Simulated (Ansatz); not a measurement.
# ZnSe (Stilleite) (F-43m) in Ansatz: a series of runs

Runs on ZnSe (Stilleite). Level: PBE. Tasks: band structure, single point, equation of state.

Program: Ansatz 0.2.0. These are calculated values, not measurements. Logs are shortened: lines on timing, memory, paths and dates and some standing lists are left out, and cuts for length are marked.

**What was measured.**

“Alloy Disordering Effects on the Thermal Conductivity and Energy Gap Temperature Dependence of Cd1−xZnxSe Ternary Crystals Grown by the Bridgman Method”, 2023, pmc:10253836 reports, for a bulk crystal of ZnSe at 300 K: band gap 2.695 ± 0.003 eV (an exciton energy, a little under the gap).

The runs below are set against these values where they give the same quantity.

### 1 Starting point

The structure is cubic, space group F-43m (No. 216). Conventional cell: a = 5.668 Å, b = 5.668 Å, c = 5.668 Å, α = 90.00°, β = 90.00°, γ = 90.00°. Se (site symmetry -43m) has 4 Zn at 2.45 Å as nearest neighbours. Zn (site symmetry -43m) has 4 Se at 2.45 Å as nearest neighbours.

### 2 Band structure, PBE

File input.yaml:

```yaml
crystal:
  lattice:
    - [0.0, 2.8338, 2.8338]
    - [2.8338, 0.0, 2.8338]
    - [2.8338, 2.8338, 0.0]
  atoms:
    - { symbol: Se, position: [0.75, 0.75, 0.75] }
    - { symbol: Zn, position: [0.0, 0.0, 0.0] }
hamiltonian:
  xc: pbe
  pseudopotentials: { kind: paw, core: small }
kpoints:
  mp_grid: { grid: [8, 8, 8] }
  band_path:
    path:
      - [[0.0, 0.0, 0.0], [0.5, 0.0, 0.5], [0.5, 0.25, 0.75], [0.375, 0.375, 0.75], [0.0, 0.0, 0.0], [0.5, 0.5, 0.5], [0.625, 0.25, 0.625], [0.5, 0.25, 0.75], [0.5, 0.5, 0.5], [0.375, 0.375, 0.75]]
      - [[0.625, 0.25, 0.625], [0.5, 0.0, 0.5]]
    npoints: 14
scf:
  occupations: { method: fermi_dirac, width: 0.05 }
  n_extra_bands: 6
output:
  forces: true
  stress: true
  eigenvalues: true
  fatbands: false
```

Potentials or basis: Ansatz PAW.

Command:

```sh
> ansatz run input.yaml --threads 2 --pin off --max-ram 5120MiB --backend cpu --events-out ev --progress --plain --runs-dir out
```

Log:

```text
Warning: of Zn the run reads no dataset of the core that `hamiltonian.pseudopotentials.core` asks for: this build lists none beside the file that it uses, or the input names that file
Warning: RAYON_NUM_THREADS=2 ignored (pool sized by the plan → 2); use --threads N
scf.n_extra_bands = 6 over 14 filled bands (N_el = 28.0): the run solves 20 bands
Engine: ansatz 0.2.0, x86_64-unknown-linux-gnu
Pseudopotentials: kind: paw
Pseudopotential: Se, paw, valence charge 16, recommended cutoff 420 eV (normal), Se.paw.azcp
Pseudopotential: Zn, paw, valence charge 12, recommended cutoff 420 eV (normal), Zn.paw.azcp
Functional definition: PBE
  parameter kappa = 0.804
  parameter beta = 0.06672455060314922
  exchange = pbe_x(kappa = kappa, mu = beta*pi^2/3)
  correlation = pbe_c(beta = beta)
Crystal: 2 atoms, lattice volume = 45.513 Å³
Basis set: ecut = 420 eV, 893 PW (Γ), exchange–correlation on 54×54×54 points (8 copies of the dense FFT grid, shifted against one another)
Bands: 20, of which v1, the nominal top of the filled ones, is band 14 counted from 1 (13 counted from 0)
Symmetry: 24 space group operations
Space group: F-43m (ITA 216), of the structure as read, at distance tolerance 3.6e-5 Å
k-points: 29 of 512 (time reversal used)
Non-local potential: Se, projectors of the file, l = 0: 2, l = 1: 2, l = 2: 3, l = 3: 1
Non-local potential: Zn, projectors of the file, l = 0: 2, l = 1: 2, l = 2: 3, l = 3: 1
PAW form: soft (Blöchl's): semilocal exchange-correlation on the pseudo side does not see the compensation charge
PAW one-centre angular grid: Se, 590 points (default); XC on 64 Gauss nodes
PAW one-centre angular grid: Zn, 590 points (default); XC on 64 Gauss nodes
Initial density: superposition of atomic densities (neutral atoms: chi_scale 0, normalization atom), corrected by the library's trained network
Initial wavefunctions: pseudopotential atomic-orbital guess
Functional: x = pbe(κ = 0.804, μ = 0.2195149727645171), c = pbe(β = 0.06672455060314922)
SCF iter   1: F=—  HF=-8789.526449 eV  |F-HF|=—  |Δ(HF+E_count)|=         —  Δρ=7.82e-4  dr2=4.24e-4  ethr=1.77e-3  ⟨swp⟩=5.6  Hψ=2847  notcnv=0  defer=1
preconditioner: auto → none  [insulator: Δε(μ)=1.281 eV  Ē_g=13.625 eV  σ=0.050 eV  W_gap=1.00  n_scr=14 (ndim 8)  ℏωp=23.4 eV  f_vac=0.121  D(μ)=0.00/eV (n_scr^D=0)  ε∞_Penn≈3.9]
SCF iter   2: F=—  HF=-8789.526257 eV  |F-HF|=—  |Δ(HF+E_count)|=   1.93e-4  Δρ=5.35e-4  dr2=6.86e-5  ethr=1.51e-6  ⟨swp⟩=2.1  Hψ=1197  notcnv=0  defer=12
SCF iter   3: F=—  HF=-8789.526259 eV  |F-HF|=—  |Δ(HF+E_count)|=   2.38e-6  Δρ=1.98e-4  dr2=1.11e-5  ethr=2.45e-7  ⟨swp⟩=2.0  Hψ=768  notcnv=0  defer=12
SCF iter   4: F=—  HF=-8789.526260 eV  |F-HF|=—  |Δ(HF+E_count)|=   5.99e-7  Δρ=7.81e-5  dr2=1.01e-6  ethr=3.95e-8  ⟨swp⟩=2.0  Hψ=768  notcnv=0  defer=12
SCF iter   5: F=—  HF=-8789.526263 eV  |F-HF|=—  |Δ(HF+E_count)|=   3.67e-6  Δρ=2.20e-5  dr2=2.69e-7  ethr=3.60e-9  ⟨swp⟩=2.0  Hψ=942  notcnv=0  defer=12
SCF iter   6: F=-8789.526263 eV  HF=-8789.526263 eV  |F-HF|=1.06e-8  |Δ(HF+E_count)|=   3.54e-8  Δρ=4.05e-6  dr2=5.20e-9  ethr=3.57e-10  ⟨swp⟩=7.7  Hψ=2677  notcnv=0
SCF 1 converged in 6 iterations: F = -8789.526263 eV  dr2 = 5.20e-9
NSCF: frozen V_eff on 142 k-points
SCF converged after 6 iterations
Free energy (F): -8789.526263 eV
Harris-Foulkes:  -8789.526263 eV  (|F-HF|=1.06e-8)
Internal energy: -8789.526263 eV  (E = F + TS)
E sigma→0 (E₀):  -8789.526263 eV
Entropy (-TS):   -0.000000 eV (-0.000 meV/atom)
Fermi energy:    7.457059 eV
--- Per-component energies (eV) ---
  E_band       = -381.436240
  E_kinetic    = 250.143643
  E_local      = -4390.917300  (includes V_loc(G=0)·N_el)
  E_nonlocal   = 18.351958
  E_hartree    = 2034.685614
  E_xc         = -241.517845
  E_vxc        = -150.310937  (∫ρ·V_xc dr)
  E_paw        = -3739.328600  (= ΣΔE_a)
  E_vpaw       = -178.076208  (= ΣTr[D̂ρ^β])
  E_aug_tail   = -0.000889  (compensation charges beyond the density's cutoff)
  E_ewald      = -2720.942845
  E_smearing   = -0.000000  (= −TS)
  E_closure    = 0.000000  (closes the sum)
  Σ components = -8789.526263   (vs F -8789.526263, Δ=0.00e0)
--- Forces (eV/Å), atoms counted from 1 ---
  atom   1  Se     0.00000000    -0.00000000     0.00000000
  atom   2  Zn    -0.00000000     0.00000000    -0.00000000
  max |Σ_I F_I| component: 1.30e-16 eV/Å
--- Stress (GPa, compression-positive) ---
        2.103904       0.000000       0.000000
        0.000000       2.103904       0.000000
       -0.000000       0.000000       2.103904
  P = ⅓ Tr σ = 2.1039 GPa (21.039 kbar)
--- Band table (eV; the first three rows and the last of 29) ---
  k-point 0: bands = ["-40.0718", "-40.0718", "-40.0718", "-40.0674", "-40.0674", "-6.4838", "0.2399", "0.2399", "0.2399", "0.6113", "0.6113", "6.7785", "6.7785", "6.7785", "8.0666", "12.5893", "12.5893", "12.5893", "16.7055", "18.2673"]
  k-point 1: bands = ["-40.0718", "-40.0717", "-40.0717", "-40.0673", "-40.0673", "-6.3832", "0.2469", "0.2558", "0.2558", "0.6099", "0.6099", "5.4625", "6.6266", "6.6266", "9.0520", "12.5288", "12.8428", "12.8428", "17.4723", "17.4723"]
  k-point 2: bands = ["-40.0717", "-40.0717", "-40.0717", "-40.0673", "-40.0673", "-6.1219", "0.2907", "0.2907", "0.3022", "0.6113", "0.6113", "3.7350", "6.3020", "6.3020", "9.5268", "13.2210", "13.2210", "13.3433", "17.2325", "17.2325"]
  k-point 28: bands = ["-40.0717", "-40.0716", "-40.0714", "-40.0674", "-40.0672", "-5.4219", "0.3575", "0.4477", "0.5783", "0.5813", "0.9107", "2.0961", "4.0184", "4.1172", "12.2611", "12.3314", "13.7486", "14.4919", "18.4914", "20.5990"]
```

It took 9.2 s on 2 threads of Intel Xeon at 2.50GHz (Skylake/Cascade Lake), shared host; peak memory 0.35 GiB.

Results:

| Quantity | Value |
| --- | --- |
| Free energy | -8789.5263 eV |
| Pressure | 2.1 GPa |
| Band gap on the k mesh | 1.29 eV, direct |
| Band gap along the path | 1.29 eV, direct |

Levels at the corners of the path, in eV from the valence-band top:
```tsv
point	band 12	band 13	band 14	band 15	band 16	band 17
Γ	0.00	0.00	0.00	1.29	5.81	5.81
X	-4.75	-2.18	-2.18	2.99	3.47	10.73
W	-4.68	-2.76	-2.66	5.48	5.55	6.97
K	-4.71	-3.08	-1.79	3.59	5.60	9.05
Γ	0.00	0.00	0.00	1.29	5.81	5.81
L	-5.23	-0.87	-0.87	2.55	6.39	6.39
U	-4.71	-3.08	-1.79	3.59	5.60	9.05
W	-4.68	-2.76	-2.66	5.48	5.55	6.97
L	-5.23	-0.87	-0.87	2.55	6.39	6.39
K	-4.71	-3.08	-1.79	3.59	5.60	9.05
U	-4.71	-3.08	-1.79	3.59	5.60	9.05
X	-4.75	-2.18	-2.18	2.99	3.47	10.73
```

### 3 Single point, PBE, 21.39 Å³/atom (volume scaled by 0.94)

File input.yaml:

```yaml
crystal:
  lattice:
    - [0.0, 2.7759511149, 2.7759511149]
    - [2.7759511149, 0.0, 2.7759511149]
    - [2.7759511149, 2.7759511149, 0.0]
  atoms:
    - { symbol: Se, position: [0.75, 0.75, 0.75] }
    - { symbol: Zn, position: [0.0, 0.0, 0.0] }
hamiltonian:
  xc: pbe
  pseudopotentials: { kind: paw, source: jth }
kpoints:
  mp_grid: { grid: [8, 8, 8] }
scf:
  occupations: { method: fermi_dirac, width: 0.05 }
output:
  forces: true
  stress: true
  eigenvalues: true
```

Potentials or basis: JTH PAW.

Command:

```sh
> ansatz run input.yaml --threads 2 --pin off --max-ram 5120MiB --backend cpu --events-out ev --progress --plain --runs-dir out
```

Log:

```text
Warning: the checks of this Se dataset prove no rule for summing its radial tables, as where they were carried onto another mesh than they were made on, and Gregory's rule is taken, under which a leading mesh point left out moves its sums only by what lay on the interval it spanned. That does not make them correct, and they differ from Quantum ESPRESSO's on this file; a re-export a fraction of a mesh step off can move them. hamiltonian.pseudopotentials.radial_quadrature: simpson_from_first_knot sums it by `pw.x`'s rule; on a PAW file no value gives `pw.x`'s numbers. What more to know: hamiltonian.pseudopotentials.radial_quadrature, in the input reference
Warning: the checks of this Zn dataset prove no rule for summing its radial tables, as where they were carried onto another mesh than they were made on, and Gregory's rule is taken, under which a leading mesh point left out moves its sums only by what lay on the interval it spanned. That does not make them correct, and they differ from Quantum ESPRESSO's on this file; a re-export a fraction of a mesh step off can move them. hamiltonian.pseudopotentials.radial_quadrature: simpson_from_first_knot sums it by `pw.x`'s rule; on a PAW file no value gives `pw.x`'s numbers. What more to know: hamiltonian.pseudopotentials.radial_quadrature, in the input reference
Warning: RAYON_NUM_THREADS=2 ignored (pool sized by the plan → 2); use --threads N
[... 2 set-up lines as earlier in the session ...]
Pseudopotential: Se, paw, valence charge 6, recommended cutoff 270 eV (normal), Se.paw.azcp
Pseudopotential: Zn, paw, valence charge 12, recommended cutoff 1080 eV (normal), Zn.paw.azcp
[... 5 set-up lines as earlier in the session ...]
Crystal: 2 atoms, lattice volume = 42.782 Å³
Basis set: ecut = 1080 eV, 3479 PW (Γ), exchange–correlation on 108×108×108 points (8 copies of the dense FFT grid, shifted against one another)
Bands: 13, of which v1, the nominal top of the filled ones, is band 9 counted from 1 (8 counted from 0)
[... 1 set-up line as earlier in the session ...]
Space group: F-43m (ITA 216), of the structure as read, at distance tolerance 3.5e-5 Å
k-points: 29 of 512 (time reversal used)
Non-local potential: Se, projectors of the file, l = 0: 2, l = 1: 2
Non-local potential: Zn, projectors of the file, l = 0: 2, l = 1: 2, l = 2: 2
[... 1 set-up line as earlier in the session ...]
PAW one-centre angular grid: Se, 110 points (default); XC on 96 Gauss nodes
[... 1 set-up line as earlier in the session ...]
Initial density: superposition of atomic densities (chi_scale 0.1, normalization cell, long waves kept (reshape's long-wave potential 0.00 eV rms))
[... 2 set-up lines as earlier in the session ...]
SCF iter   1: F=—  HF=-5894.743476 eV  |F-HF|=—  |Δ(HF+E_count)|=         —  Δρ=2.35e-2  dr2=1.93e-1  ethr=3.10e-3  ⟨swp⟩=10.4  Hψ=3846  notcnv=0
preconditioner: auto → none  [insulator: Δε(μ)=1.633 eV  Ē_g=12.452 eV  σ=0.050 eV  W_gap=1.00  n_scr=14 (ndim 8)  ℏωp=24.1 eV  f_vac=0.000  D(μ)=0.00/eV (n_scr^D=0)  ε∞_Penn≈4.7]
SCF iter   2: F=—  HF=-5894.715895 eV  |F-HF|=—  |Δ(HF+E_count)|=   2.76e-2  Δρ=1.16e-2  dr2=3.81e-2  ethr=1.07e-3  ⟨swp⟩=4.7  Hψ=1096  notcnv=0
SCF iter   3: F=—  HF=-5894.716146 eV  |F-HF|=—  |Δ(HF+E_count)|=   2.52e-4  Δρ=5.92e-3  dr2=1.11e-2  ethr=2.11e-4  ⟨swp⟩=3.0  Hψ=841  notcnv=0
SCF iter   4: F=—  HF=-5894.711900 eV  |F-HF|=—  |Δ(HF+E_count)|=   4.25e-3  Δρ=8.17e-4  dr2=3.45e-4  ethr=6.15e-5  ⟨swp⟩=3.0  Hψ=1068  notcnv=0
SCF iter   5: F=—  HF=-5894.711909 eV  |F-HF|=—  |Δ(HF+E_count)|=   8.70e-6  Δρ=2.79e-4  dr2=1.38e-5  ethr=1.92e-6  ⟨swp⟩=2.5  Hψ=666  notcnv=0
SCF iter   6: F=—  HF=-5894.711933 eV  |F-HF|=—  |Δ(HF+E_count)|=   2.43e-5  Δρ=4.83e-5  dr2=5.87e-7  ethr=7.69e-8  ⟨swp⟩=3.1  Hψ=707  notcnv=0
SCF iter   7: F=-5894.711934 eV  HF=-5894.711934 eV  |F-HF|=3.78e-8  |Δ(HF+E_count)|=   8.18e-7  Δρ=6.87e-6  dr2=6.20e-9  ethr=5.56e-10  ⟨swp⟩=13.1  Hψ=3043  notcnv=0
SCF 1 converged in 7 iterations: F = -5894.711934 eV  dr2 = 6.20e-9
SCF converged after 7 iterations
Free energy (F): -5894.711934 eV
Harris-Foulkes:  -5894.711934 eV  (|F-HF|=3.78e-8)
Internal energy: -5894.711934 eV  (E = F + TS)
E sigma→0 (E₀):  -5894.711934 eV
Fermi energy:    7.715788 eV
--- Per-component energies (eV) ---
  E_band       = 17.752302
  E_kinetic    = 272.934348
  E_local      = -1967.028199  (includes V_loc(G=0)·N_el)
  E_nonlocal   = 500.691294
  E_hartree    = 589.618713
  E_xc         = -220.334674
  E_vxc        = -156.719018  (∫ρ·V_xc dr)
  E_paw        = -3850.604186  (= ΣΔE_a)
  E_vpaw       = 188.637529  (= ΣTr[D̂ρ^β])
  E_aug_tail   = 0.000140  (compensation charges beyond the density's cutoff)
  E_ewald      = -1219.989370
  E_smearing   = -0.000000  (= −TS)
  E_closure    = 0.000000  (closes the sum)
  Σ components = -5894.711934   (vs F -5894.711934, Δ=0.00e0)
--- Forces (eV/Å), atoms counted from 1 ---
  atom   1  Se     0.00000000    -0.00000000    -0.00000000
  atom   2  Zn    -0.00000000     0.00000000     0.00000000
  max |Σ_I F_I| component: 3.42e-16 eV/Å
--- Stress (GPa, compression-positive) ---
        6.828731       0.000000      -0.000000
        0.000000       6.828731       0.000000
       -0.000000       0.000000       6.828731
  P = ⅓ Tr σ = 6.8287 GPa (68.287 kbar)
--- Band table (eV; the first three rows and the last of 29) ---
  k-point 0: bands = ["-6.7694", "0.1308", "0.1308", "0.1308", "0.5602", "0.5602", "6.9101", "6.9101", "6.9101", "8.4566", "12.6947", "12.6947", "12.6947"]
  k-point 1: bands = ["-6.6564", "0.1337", "0.1491", "0.1491", "0.5586", "0.5586", "5.5524", "6.7394", "6.7394", "9.4203", "12.6865", "12.9732", "12.9732"]
  k-point 2: bands = ["-6.3609", "0.1814", "0.1891", "0.1891", "0.5607", "0.5607", "3.7042", "6.3785", "6.3785", "9.8156", "13.3740", "13.3740", "13.6608"]
  k-point 28: bands = ["-5.5565", "0.2507", "0.3733", "0.5134", "0.5265", "0.9164", "1.9126", "3.8883", "3.9414", "12.3835", "12.7457", "14.0351", "14.6222"]
```

Wall time 8.1 s (2 threads of Intel Xeon at 2.50GHz (Skylake/Cascade Lake), shared host); peak memory 0.48 GiB.

What came out:

```
Free energy            : -5894.7119 eV
Pressure               : 6.8 GPa
Band gap on the k mesh : 1.55 eV, direct
```

### 4 Single point, PBE, 21.85 Å³/atom (volume scaled by 0.96)

Changes to input.yaml since step 3:

```diff
@@ -2,5 +2,5 @@
   lattice:
-    - [0.0, 2.7759511149, 2.7759511149]
-    - [2.7759511149, 0.0, 2.7759511149]
-    - [2.7759511149, 2.7759511149, 0.0]
+    - [0.0, 2.7955007105, 2.7955007105]
+    - [2.7955007105, 0.0, 2.7955007105]
+    - [2.7955007105, 2.7955007105, 0.0]
   atoms:
```

Command:

```sh
> ansatz run input.yaml --threads 2 --pin off --max-ram 5120MiB --backend cpu --events-out ev --progress --plain --runs-dir out
```

It took 7.8 s on 2 threads of Intel Xeon at 2.50GHz (Skylake/Cascade Lake), shared host; peak memory 0.48 GiB.

The run converged. Its results:

```yaml
Free_energy: -5894.7457 eV
Pressure: 5.1 GPa
Band_gap_on_the_k_mesh: 1.46 eV, direct
```

### 5 Single point, PBE, 22.30 Å³/atom (volume scaled by 0.98)

Changes to input.yaml since step 4:

```diff
@@ -2,5 +2,5 @@
   lattice:
-    - [0.0, 2.7955007105, 2.7955007105]
-    - [2.7955007105, 0.0, 2.7955007105]
-    - [2.7955007105, 2.7955007105, 0.0]
+    - [0.0, 2.814780635, 2.814780635]
+    - [2.814780635, 0.0, 2.814780635]
+    - [2.814780635, 2.814780635, 0.0]
   atoms:
@@ -19 +19,5 @@
   eigenvalues: true
+  write_density: true
+  write_potential: true
+  elf: true
+  volumetric_format: npy
```

Command:

```sh
> ansatz run input.yaml --threads 2 --pin off --max-ram 5120MiB --backend cpu --events-out ev --progress --plain --runs-dir out
```

Run time: 13 s. Hardware: 2 threads of Intel Xeon at 2.50GHz (Skylake/Cascade Lake), shared host; peak memory 0.51 GiB.

It converged, with:

```yaml
Free_energy: -5894.7701 eV
Pressure: 3.5 GPa
Band_gap_on_the_k_mesh: 1.37 eV, direct
```

### 6 Single point, PBE, 22.76 Å³/atom

File input.yaml:

```yaml
crystal:
  lattice:
    - [0.0, 2.8338, 2.8338]
    - [2.8338, 0.0, 2.8338]
    - [2.8338, 2.8338, 0.0]
  atoms:
    - { symbol: Se, position: [0.75, 0.75, 0.75] }
    - { symbol: Zn, position: [0.0, 0.0, 0.0] }
hamiltonian:
  xc: pbe
  pseudopotentials: { kind: paw, source: jth }
kpoints:
  mp_grid: { grid: [8, 8, 8] }
scf:
  occupations: { method: fermi_dirac, width: 0.05 }
output:
  forces: true
  stress: true
  eigenvalues: true
```

Potentials or basis: JTH PAW.

Command:

```sh
> ansatz run input.yaml --threads 2 --pin off --max-ram 5120MiB --backend cpu --events-out ev --progress --plain --runs-dir out
```

It took 9.5 s on 2 threads of Intel Xeon at 2.50GHz (Skylake/Cascade Lake), shared host; peak memory 0.49 GiB.

Results (log left out):

```
Free energy            : -5894.7860 eV
Pressure               : 2.1 GPa
Band gap on the k mesh : 1.29 eV, direct
```

### 7 Single point, PBE, 23.21 Å³/atom (volume scaled by 1.02)

Changes to input.yaml since step 6:

```diff
@@ -2,5 +2,5 @@
   lattice:
-    - [0.0, 2.8338, 2.8338]
-    - [2.8338, 0.0, 2.8338]
-    - [2.8338, 2.8338, 0.0]
+    - [0.0, 2.8525674344, 2.8525674344]
+    - [2.8525674344, 0.0, 2.8525674344]
+    - [2.8525674344, 2.8525674344, 0.0]
   atoms:
```

Command:

```sh
> ansatz run input.yaml --threads 2 --pin off --max-ram 5120MiB --backend cpu --events-out ev --progress --plain --runs-dir out
```

Wall time 9.1 s (2 threads of Intel Xeon at 2.50GHz (Skylake/Cascade Lake), shared host); peak memory 0.49 GiB.

The run converged. Its results:

```yaml
Free_energy: -5894.7944 eV
Pressure: 0.9 GPa
Band_gap_on_the_k_mesh: 1.21 eV, direct
```

### 8 Single point, PBE, 23.67 Å³/atom (volume scaled by 1.04)

Changes to input.yaml since step 7:

```diff
@@ -2,5 +2,5 @@
   lattice:
-    - [0.0, 2.8525674344, 2.8525674344]
-    - [2.8525674344, 0.0, 2.8525674344]
-    - [2.8525674344, 2.8525674344, 0.0]
+    - [0.0, 2.8710911185, 2.8710911185]
+    - [2.8710911185, 0.0, 2.8710911185]
+    - [2.8710911185, 2.8710911185, 0.0]
   atoms:
```

Command:

```sh
> ansatz run input.yaml --threads 2 --pin off --max-ram 5120MiB --backend cpu --events-out ev --progress --plain --runs-dir out
```

Wall time 11 s (2 threads of Intel Xeon at 2.50GHz (Skylake/Cascade Lake), shared host); peak memory 0.49 GiB.

It converged, with:

| Quantity | Value |
| --- | --- |
| Free energy | -5894.7960 eV |
| Pressure | -0.3 GPa |
| Band gap on the k mesh | 1.14 eV, direct |

### 9 Single point, PBE, 24.12 Å³/atom (volume scaled by 1.06)

Changes to input.yaml since step 8:

```diff
@@ -2,5 +2,5 @@
   lattice:
-    - [0.0, 2.8710911185, 2.8710911185]
-    - [2.8710911185, 0.0, 2.8710911185]
-    - [2.8710911185, 2.8710911185, 0.0]
+    - [0.0, 2.8893788162, 2.8893788162]
+    - [2.8893788162, 0.0, 2.8893788162]
+    - [2.8893788162, 2.8893788162, 0.0]
   atoms:
@@ -19 +19,5 @@
   eigenvalues: true
+  write_density: true
+  write_potential: true
+  elf: true
+  volumetric_format: npy
```

Potentials or basis: JTH PAW.

Command:

```sh
> ansatz run input.yaml --threads 2 --pin off --max-ram 5120MiB --backend cpu --events-out ev --progress --plain --runs-dir out
```

Run time: 16 s. Hardware: 2 threads of Intel Xeon at 2.50GHz (Skylake/Cascade Lake), shared host; peak memory 0.52 GiB.

The run converged. Its results:

```
Free energy            : -5894.7916 eV
Pressure               : -1.3 GPa
Band gap on the k mesh : 1.06 eV, direct
```

### 10 Equation of state, PBE

This step only gathers the single runs of the series.

What came out:

```
Equilibrium volume                      : 23.55 Å³/atom
Bulk modulus                            : 57 GPa
Pressure derivative of the bulk modulus : 4.5
```

Energy against volume, from the lowest point:
```tsv
volume (Å³/atom)	energy (meV/atom)
21.391	42.05
21.846	25.17
22.301	12.99
22.757	5.01
23.212	0.81
23.667	0.00
24.122	2.24
```

(Part 1 of 2 ends here.)
